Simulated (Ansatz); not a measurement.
# Relaxation of HfN

All numbers below come from Ansatz, DFT r2SCAN, scalar-relativistic, plane waves, PAW. (500 eV cutoff, 18×18×8 k-mesh, Gaussian smearing of 0.10 eV, no spin polarisation)

What was changed: relaxed at -2 GPa.

Spin–orbit coupling is left out, which can shift energies with elements as heavy as these.

Command:

```bash
ansatz run input.yaml --threads 1 --pin off --max-ram 2560MiB --backend cpu --events-out ev --progress --plain --runs-dir out
```

Input:

```yaml
crystal:
  lattice:
    - [3.164182061, 0.0, 0.0]
    - [-1.5820910305, 2.740262047, 0.0]
    - [0.0, 0.0, 5.4595480327]
  atoms:
    - { symbol: Hf, position: [0.6666666667, 0.3333333333, 0.75] }
    - { symbol: Hf, position: [0.3333333333, 0.6666666667, 0.25] }
    - { symbol: "N", position: [0.0, 0.0, 0.0] }
    - { symbol: "N", position: [0.0, 0.0, 0.5] }
basis:
  ecutwfc: 500
kpoints:
  mp_grid: { grid: [18, 18, 8] }
hamiltonian:
  xc: r2scan
scf:
  occupations: { method: gaussian, width: 0.1 }
output:
  forces: true
  stress: true
  eigenvalues: true
relax:
  adjacent_minimum: "off"
  f_tol: 0.008
  max_steps: 50
  cell: { stress_tol: 0.08, p_target: -2.0 }
```

F is the free energy. Steps run on the plane waves of an earlier cell, but the last one, and at times one on the way, on a freshly chosen basis, so a repeated geometry can differ a little in energy. The relaxation lowers the enthalpy F + PV at the target pressure, so F itself can rise.

Steps:

| step | F − F(1) (eV) | largest force component (eV/Å) | V (Å³/atom) | P (GPa) |
| --- | --- | --- | --- | --- |
| 1 | 0.0000 | 0.000 | 11.835 | -5.07 |
| 2 | -0.0142 | 0.000 | 11.612 | -0.02 |
| 3 | -0.0121 | 0.000 | 11.691 | -1.86 |
| 4 | -0.0121 | 0.000 | 11.702 | -2.11 |
| 5 | -0.0124 | 0.000 | 11.697 | -2.00 |
| 6 | -0.0122 | 0.000 | 11.697 | -2.00 |

Relaxed structure:

```
CELL_PARAMETERS angstrom
3.15189 0.00000 0.00000
-1.57594 2.72961 0.00000
0.00000 0.00000 5.43818
ATOMIC_POSITIONS crystal
Hf 0.66667 0.33333 0.75000
Hf 0.33333 0.66667 0.25000
N 0.00000 0.00000 0.00000
N 0.00000 0.00000 0.50000
```

Symmetry: P6_3/mmc, No. 194, hexagonal system. Conventional cell: a = 3.152 Å, b = 3.152 Å, c = 5.438 Å, α = 90.00°, β = 90.00°, γ = 120.00°. Hf (site symmetry -6m2) is surrounded by 6 N at 2.27 Å. Around N (site symmetry -3m) lie 6 Hf at 2.27 Å.

The run converged. The run took 2.1 min on 1 thread of Intel(R) Xeon(R) Platinum 8488C (Sapphire Rapids) (shared host), peak memory 0.71 GiB.